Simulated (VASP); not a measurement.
Input of a VASP 6.6.1 run:

Contents of INCAR:

```
SYSTEM = NaI
ALGO = Fast
EDIFF = 1E-8
ENCUT = 520
GGA = PE
ISIF = 2
ISMEAR = -1
LASPH = .True.
LCHARG = .False.
LEFG = .True.
LREAL = .False.
LWAVE = .False.
NBANDS = 14
NELM = 100
PREC = Accurate
SIGMA = 0.05
```

File KPOINTS:

```
k-points
0
Gamma
  10 10 10
  0 0 0
```

The input POSCAR:

```
NaI
1.0
    0.0000000000      3.6350993229      3.5813786433
    3.6350993229      0.0000000000      3.5813786433
    3.6350993229      3.6350993229      0.0000000000
Na I
1 1
Direct
    0.0000000000      0.0000000000      0.0000000000
    0.2500000000      0.2500000000      0.2500000000
```

Potentials or basis: VASP PAW PBE potentials, release 64 (Na_pv, I).

Launch:

```console
$ cat potpaw_PBE.64/Na_pv/POTCAR potpaw_PBE.64/I/POTCAR > POTCAR
$ mpirun -np 1 vasp_std > vasp.out
```

(1) Estimate the band gap on the k mesh.

(2) Estimate the pressure.

Results:

(1) 3.71 eV, direct.

(2) -0.3 GPa.

Caveat: spin-orbit coupling is left out, which moves the levels of the heavy elements.
